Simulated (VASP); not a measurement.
Input of a VASP 6.6.1 run:

The input INCAR:

```
SYSTEM = GaP
ALGO = Normal ; EDIFF = 1E-7
ENCUT = 520 ; GGA = PE
ISIF = 2 ; ISMEAR = -1
LASPH = .True. ; LCHARG = .False.
LREAL = .False. ; LWAVE = .False.
NBANDS = 26 ; NELM = 80
PREC = Accurate ; SIGMA = 0.05
```

KPOINTS

```
k-points
0
Gamma
  8 8 5
  0 0 0
```

The input POSCAR:

```
GaP
1.0
    3.7812351800      0.0000000000      0.0000000000
   -1.8906175900      3.2746457200      0.0000000000
    0.0000000000      0.0000000000      5.0708722500
Ga P
2 2
Direct
    0.0000000000      0.0000000000      0.0000000000
    0.0000000000      0.0000000000      0.5000000000
    0.3333333300      0.6666666700      0.2500000000
    0.6666666700      0.3333333300      0.7500000000
```

Potentials or basis: VASP PAW PBE potentials, release 64 (Ga_d, P).

Run with:

```sh
$ cat potpaw_PBE.64/Ga_d/POTCAR potpaw_PBE.64/P/POTCAR > POTCAR
$ mpirun -np 1 vasp_std > vasp.out
```

Predict the band gap on the k mesh.

none (metal or under the smearing width).

Estimate the pressure.

14.3 GPa.

Stress tensor (GPa, compression positive):
```
 6.44  0.00  0.00
 0.00  6.44  0.00
 0.00  0.00 29.90
```
